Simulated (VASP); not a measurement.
# N (P4_2/mnm) in VASP: a series of runs

Runs on N. Level: LDA. Tasks: single point.

Program: VASP 6.6.1. These are calculated values, not measurements. Logs are shortened: lines on timing, memory, paths and dates and some standing lists are left out, and cuts for length are marked.

## 1. The crystal as given

Symmetry: P4_2/mnm, No. 136, tetragonal system. Conventional cell: a = 3.956 Å, b = 3.956 Å, c = 5.697 Å, α = 90.00°, β = 90.00°, γ = 90.00°. N (site symmetry m2m) has 1 N at 1.07 Å as nearest neighbours.

## 2. Single point, LDA

Contents of INCAR:

```
ALGO = Normal
EDIFF = 1E-6
ENCUT = 520
GGA = CA
ISIF = 2
ISMEAR = 0
LASPH = T
LCHARG = T
LELF = T
LREAL = F
LVHAR = T
LWAVE = F
NBANDS = 18
NELM = 100
PREC = Accurate
SIGMA = 0.05
```

Contents of KPOINTS:

```
k-points
0
Gamma
  6 6 6
```

Contents of POSCAR:

```
N
1.0
    3.9563505185      0.0000000000      0.0000000000
    0.0000000000      3.9563505185      0.0000000000
    0.0000000000      0.0000000000      5.6966171168
N
4
Direct
    0.9042752000      0.9042752000      0.0000000000
    0.5957248000      0.4042752000      0.5000000000
    0.0957248000      0.0957248000      0.0000000000
    0.4042752000      0.5957248000      0.5000000000
```

Potentials or basis: VASP PAW LDA potentials, release 64 (N).

Command:

```sh
cat potpaw_LDA.64/N/POTCAR > POTCAR
mpirun -np 1 vasp_std > vasp.out
```

OUTCAR:

```text
EDIFF = 1E-6
   ENCUT = 520
   GGA = CA
   ISIF = 2
   ISMEAR = 0
   LASPH = T
   LREAL = F
   NELM = 100
   PREC = Accurate

 ion  position               nearest neighbor table
   1  0.904  0.904  0.000-   3 1.07
   2  0.596  0.404  0.500-   4 1.07
   3  0.096  0.096  0.000-   1 1.07
   4  0.404  0.596  0.500-   2 1.07

  LATTYP: Found a simple tetragonal cell.
 ALAT       =     3.9563505185
 C/A-ratio  =     1.4398666372

  Lattice vectors:

 A1 = (   3.9563505185,   0.0000000000,   0.0000000000)
 A2 = (   0.0000000000,   3.9563505185,   0.0000000000)
 A3 = (   0.0000000000,   0.0000000000,   5.6966171168)

Analysis of symmetry for initial positions (statically):
=====================================================================
 Subroutine PRICEL returns:
 Original cell was already a primitive cell.

 Routine SETGRP: Setting up the symmetry group for a
 simple tetragonal supercell.

 Subroutine GETGRP returns: Found 16 space group operations
 (whereof  8 operations were pure point group operations)
 out of a pool of 16 trial point group operations.

The static configuration has the point symmetry D_2h.
 The point group associated with its full space group is D_4h.

Analysis of symmetry for dynamics (positions and initial velocities):
=====================================================================
 Subroutine PRICEL returns:
 Original cell was already a primitive cell.

 Routine SETGRP: Setting up the symmetry group for a
 simple tetragonal supercell.

 Subroutine GETGRP returns: Found 16 space group operations
 (whereof  8 operations were pure point group operations)
 out of a pool of 16 trial point group operations.

The dynamic configuration has the point symmetry D_2h.
 The point group associated with its full space group is D_4h.

 Subroutine INISYM returns: Found 16 space group operations
 (whereof  8 operations are pure point group operations),
 and found     1 'primitive' translations

----------------------------------------------------------------------------------------

                                     Primitive cell

  volume of cell :      89.1675

  direct lattice vectors                    reciprocal lattice vectors
     3.956350518  0.000000000  0.000000000     0.252758191  0.000000000  0.000000000
     0.000000000  3.956350518  0.000000000     0.000000000  0.252758191  0.000000000
     0.000000000  0.000000000  5.696617117     0.000000000  0.000000000  0.175542779

  length of vectors
     3.956350518  3.956350518  5.696617117     0.252758191  0.252758191  0.175542779

  position of ions in fractional coordinates (direct lattice)
     0.904275200  0.904275200  0.000000000
     0.595724800  0.404275200  0.500000000
     0.095724800  0.095724800  0.000000000
     0.404275200  0.595724800  0.500000000

  ion indices of the primitive-cell ions
   primitive index   ion index
                 1           1
                 2           2
                 3           3
                 4           4

----------------------------------------------------------------------------------------

 KPOINTS: k-points

Automatic generation of k-mesh.
 Grid dimensions read from file:
 generate k-points for:    6    6    6

 Generating k-lattice:

  Cartesian coordinates                     Fractional coordinates (reciprocal lattice)
     0.042126365  0.000000000  0.000000000     0.166666667  0.000000000  0.000000000
     0.000000000  0.042126365  0.000000000     0.000000000  0.166666667  0.000000000
     0.000000000  0.000000000  0.029257130     0.000000000  0.000000000  0.166666667

  Length of vectors
     0.042126365  0.042126365  0.029257130

  Shift w.r.t. Gamma in fractional coordinates (k-lattice)
     0.000000000  0.000000000  0.000000000

 Subroutine IBZKPT returns following result:
 ===========================================

 Found     40 irreducible k-points:

 Following reciprocal coordinates:
            Coordinates               Weight
  0.000000  0.000000  0.000000      1.000000
  0.166667  0.000000  0.000000      4.000000
  0.333333  0.000000  0.000000      4.000000
  0.500000  0.000000  0.000000      2.000000
  0.166667  0.166667  0.000000      4.000000
  0.333333  0.166667  0.000000      8.000000
[... 16 lines left out ...]
  0.333333  0.000000  0.333333      8.000000
  0.500000  0.000000  0.333333      4.000000
 [... further k-points ...]
   k-points           NKPTS =     40   k-points in BZ     NKDIM =     40   number of bands    NBANDS=     18
   number of dos      NEDOS =    301   number of ions     NIONS =      4
   total plane-waves  NPLWV =  37800
   dimension x,y,z NGX =    30 NGY =   30 NGZ =   42
   dimension x,y,z NGXF=    60 NGYF=   60 NGZF=   84
   ions per type =               4
   NGX,Y,Z   is equivalent  to a cutoff of  12.61, 12.61, 12.26 a.u.
   NGXF,Y,Z  is equivalent  to a cutoff of  25.21, 25.21, 24.51 a.u.
 SYSTEM =  unknown system
   PREC   = accura    normal or accurate (medium, high low for compatibility)
   ISTART =      0    job   : 0-new  1-cont  2-samecut
   ICHARG =      2    charge: 1-file 2-atom 10-const
   ISPIN  =      1    spin polarized calculation?
   LNONCOLLINEAR =      F non collinear calculations
   LSORBIT =      F    spin-orbit coupling
   LASPH  =      T    aspherical Exc in radial PAW
   ENCUT  =  520.0 eV  38.22 Ry    6.18 a.u.   7.36  7.36 10.59*2*pi/ulx,y,z
   NELM   =    100;   NELMIN=  2; NELMDL= -5     # of ELM steps
   EDIFF  = 0.1E-05   stopping-criterion for ELM
   LREAL  =      F    real-space projection
   EDIFFG = 0.1E-04   stopping-criterion for IOM
   NSW    =      0    number of steps for IOM
   IBRION =     -1    ionic relax: 0-MD 1-quasi-New 2-CG
   NFREE  =      0    steps in history (QN), initial steepest desc. (CG)
   ISIF   =      2    stress and relaxation
   ISYM   =      2    0-nonsym 1-usesym 2-fastsym
   POTIM  = 0.5000    time-step for ionic-motion
   TEBEG  =    0.0;   TEEND  =   0.0 temperature during run
   PSTRESS=    0.0 pullay stress
   NELECT =      20.0000    total number of electrons
   NUPDOWN=      -1.0000    fix difference up-down
   EMIN   =  10.00;   EMAX   =-10.00  energy-range for DOS
   EFERMI =   0.00;   METHOD = LEGACY
   ISMEAR =     0;   SIGMA  =   0.05  broadening in eV -4-tet -1-fermi 0-gaus
   EFERMI_NEDOS =   21; number of points for ismear=-14 and -15
   IALGO  =     38    algorithm
   IMIX   =      4    mixing-type and parameters
     AMIX     =   0.40;   BMIX     =  1.00
     AMIX_MAG =   1.60;   BMIX_MAG =  1.00
  volume/ion in A,a.u.               =      22.29       150.43
  Fermi-wavevector in a.u.,A,eV,Ry     =   0.994678  1.879669 13.461399  0.989385
  Thomas-Fermi vector in A             =   2.126646
   LORBIT       =      0    0 simple, 1 ext, 2 COOP (PROOUT), +10 PAW based schemes
   GGA     = CA    functional components
   LHFCALC =     F    Hartree Fock is set to
   AEXX    =    0.0000 exact exchange contribution
   IVDW    =     0    specifies the selected vdW correction
   LEPSILON=     F    determine dielectric tensor
   LRPA    =     F    only Hartree local field effects (RPA)
 non-spin polarized calculation
 Gauss-broadening in eV      SIGMA  =   0.05
  energy-cutoff  :      520.00
  volume of cell :       89.17
 maximum number of plane-waves:      2425
 NGX is ok and might be reduce to    30

 number of electron      20.0000001 magnetization

 Free energy of the ion-electron system (eV)
  ---------------------------------------------------
  ext. energy  EPLUGINS =         0.00000000
  ---------------------------------------------------
  free energy    TOTEN  =       -35.01844180 eV

  energy without entropy =      -35.01844180  energy(sigma->0) =      -35.01844180

 E-fermi :  -6.3501     XC(G=0):  -6.9894

 val. band max:       -6.5928122836   @ k =   0.5000   0.5000   0.5000
 cond. band min:       0.4667178705   @ k =   0.0000   0.0000   0.0000
 fundamental gap:      7.0595301541
 Fermi energy:        -6.3500829632

 k-point     1 :       0.0000    0.0000    0.0000
  band No.  band energies     occupation
      1     -25.4168      2.00000
      2     -25.3682      2.00000
      3      -9.4811      2.00000
      4      -9.4811      2.00000
      5      -9.0411      2.00000
      6      -8.4242      2.00000
[... 10 lines left out ...]
     17       6.5354      0.00000
     18      11.2734      0.00000

 k-point     2 :       0.1667    0.0000    0.0000
  band No.  band energies     occupation
      1     -25.4096      2.00000
      2     -25.3676      2.00000
      3      -9.5778      2.00000
      4      -9.5714      2.00000
      5      -8.9877      2.00000
      6      -8.5525      2.00000
[... 10 lines left out ...]
     17       6.4366      0.00000
     18      10.0345      0.00000

 k-point     3 :       0.3333    0.0000    0.0000
  band No.  band energies     occupation
      1     -25.3931      2.00000
      2     -25.3689      2.00000
      3      -9.7670      2.00000
      4      -9.7626      2.00000
      5      -8.8483      2.00000
      6      -8.6278      2.00000
[... 10 lines left out ...]
     17       7.0932      0.00000
     18       9.1857      0.00000

 k-point     4 :       0.5000    0.0000    0.0000
  band No.  band energies     occupation
      1     -25.3771      2.00000
      2     -25.3771      2.00000
      3      -9.8577      2.00000
      4      -9.8577      2.00000
      5      -8.6760      2.00000
      6      -8.6760      2.00000
[... 375 lines left out ...]
      4      -9.5809      2.00000
      5      -8.8910      2.00000
      6      -8.6932      2.00000
[... 10 lines left out ...]
     17       7.7560      0.00000
     18       9.8818      0.00000

 k-point    23 :       0.3333    0.0000    0.3333
  band No.  band energies     occupation
      1     -25.3868      2.00000
      2     -25.3748      2.00000
      3      -9.7927      2.00000
      4      -9.7881      2.00000
      5      -8.7778      2.00000
      6      -8.6981      2.00000
[... 10 lines left out ...]
     17       7.4040      0.00000
     18       8.6116      0.00000

 k-point    24 :       0.5000    0.0000    0.3333
  band No.  band energies     occupation
      1     -25.3769      2.00000
      2     -25.3769      2.00000
      3      -9.8865      2.00000
      4      -9.8865      2.00000
      5      -8.7040      2.00000
      6      -8.7040      2.00000
[... 10 lines left out ...]
     17       7.6172      0.00000
     18       7.6172      0.00000

 [... further k-points ...]
[... 5 lines left out ...]
  --------------------------------------------------------------------------------------
  -------------------------------------------------------------------------------------
  Total        5.5750784      5.5750784     -0.4356754      0.0000000      0.0000000      0.0000000
  in kB      100.1739974    100.1739974     -7.8282927      0.0000000      0.0000000      0.0000000
  external PRESSURE =      64.1732340 kB  Pullay stress =       0.0000000 kB

 VOLUME and BASIS-vectors are now :
 -----------------------------------------------------------------------------
  energy-cutoff  :      520.00
  volume of cell :       89.17
      direct lattice vectors                 reciprocal lattice vectors
     3.956350518  0.000000000  0.000000000     0.252758191  0.000000000  0.000000000
     0.000000000  3.956350518  0.000000000     0.000000000  0.252758191  0.000000000
     0.000000000  0.000000000  5.696617117     0.000000000  0.000000000  0.175542779

 POSITION                                       TOTAL-FORCE (eV/Angst)
 -----------------------------------------------------------------------------------
      3.57763      3.57763      0.00000        -3.931253     -3.931253      0.000000
      2.35690      1.59945      2.84831         3.931253     -3.931253      0.000000
      0.37872      0.37872      0.00000         3.931253      3.931253     -0.000000
      1.59945      2.35690      2.84831        -3.931253      3.931253     -0.000000
 -----------------------------------------------------------------------------------
    total drift:                               -0.000000     -0.000000      0.000000

  FREE ENERGIE OF THE ION-ELECTRON SYSTEM (eV)
  ---------------------------------------------------
  free  energy   TOTEN  =       -35.0184417995 eV

  energy  without entropy=      -35.0184417995  energy(sigma->0) =      -35.01844180
```

Run time: 45 s. Hardware: 1 thread of Intel Xeon Platinum 8488C (Sapphire Rapids), shared host; peak memory 0.17 GiB.

Results:

* Free energy: -35.0184 eV
* Pressure: 6.4 GPa
* Largest force: 5.560 eV/Å
* Band gap on the k mesh: 7.06 eV, indirect (least direct gap 7.45 eV)

Forces in eV/Å, atoms in the order of the input:
```
N   -3.931 -3.931  0.000
N    3.931 -3.931  0.000
N    3.931  3.931  0.000
N   -3.931  3.931  0.000
```

Stress tensor (GPa, compression positive):
```
10.02  0.00  0.00
 0.00 10.02  0.00
 0.00  0.00 -0.78
```

Caveat: the standard files for N, O and F lose accuracy on very short bonds; forces of over 1 eV/Å show positions far from the minimum, so gaps and moduli don't describe the material at rest. A k mesh can miss the band edges.

## 3. Single point, LDA

This run uses another cell than the first one, of the same volume but with other edges.

Contents of INCAR:

```
ALGO = Fast
EDIFF = 1E-6
ENCUT = 520
ISIF = 2
ISMEAR = 0
LASPH = T
LCHARG = F
LREAL = F
LWAVE = F
NBANDS = 18
NELM = 100
PREC = Accurate
SIGMA = 0.05
```

KPOINTS is that of step 2.

Contents of POSCAR:

```
N
1.0
    4.3994223922      0.0000000000      0.0000000000
    0.0000000000      4.3994223922      0.0000000000
    0.0000000000      0.0000000000      4.6069683823
N
4
Direct
    0.9042752000      0.9042752000      0.0000000000
    0.5957248000      0.4042752000      0.5000000000
    0.0957248000      0.0957248000      0.0000000000
    0.4042752000      0.5957248000      0.5000000000
```

Potentials or basis: VASP PAW LDA potentials, release 64 (N).

Command:

```sh
cat potpaw_LDA.64/N/POTCAR > POTCAR
mpirun -np 1 vasp_std > vasp.out
```

Wall time 61 s (1 thread of Intel Xeon Platinum 8488C (Sapphire Rapids), shared host); peak memory 0.18 GiB.

The run converged. Its results:

```yaml
Free_energy: -34.2378 eV
Pressure: -14.3 GPa
Largest_force: 9.609 eV/Å
Band_gap_on_the_k_mesh: 5.74 eV, direct
```

Forces on the atoms (eV/Å):
```
N    6.795  6.795  0.000
N   -6.795  6.795  0.000
N   -6.795 -6.795  0.000
N    6.795 -6.795  0.000
```

Stress tensor (GPa, compression positive):
```
-21.23   0.00   0.00
  0.00 -21.23   0.00
  0.00   0.00  -0.52
```

Levels at points of the mesh, in eV from the valence-band top:
| k point | band 8 | band 9 | band 10 | band 11 | band 12 | band 13 |
| --- | --- | --- | --- | --- | --- | --- |
| (0.00, 0.00, 0.00) | -1.03 | -0.81 | 0.00 | 5.74 | 6.94 | 6.94 |
| (0.50, 0.00, 0.00) | -1.15 | -0.15 | -0.15 | 6.76 | 6.76 | 6.87 |
| (0.50, 0.50, 0.00) | -1.11 | -0.17 | -0.17 | 6.70 | 6.70 | 7.25 |
| (0.00, 0.00, 0.50) | -1.06 | -0.18 | -0.18 | 6.35 | 6.35 | 6.85 |
| (0.50, 0.00, 0.50) | -0.91 | -0.31 | -0.31 | 6.38 | 6.38 | 7.07 |
| (0.50, 0.50, 0.50) | -1.28 | -0.06 | -0.06 | 6.64 | 6.64 | 7.25 |

Caveat: the standard files for N, O and F lose accuracy on very short bonds; forces of over 1 eV/Å show positions far from the minimum, so gaps and moduli don't describe the material at rest.
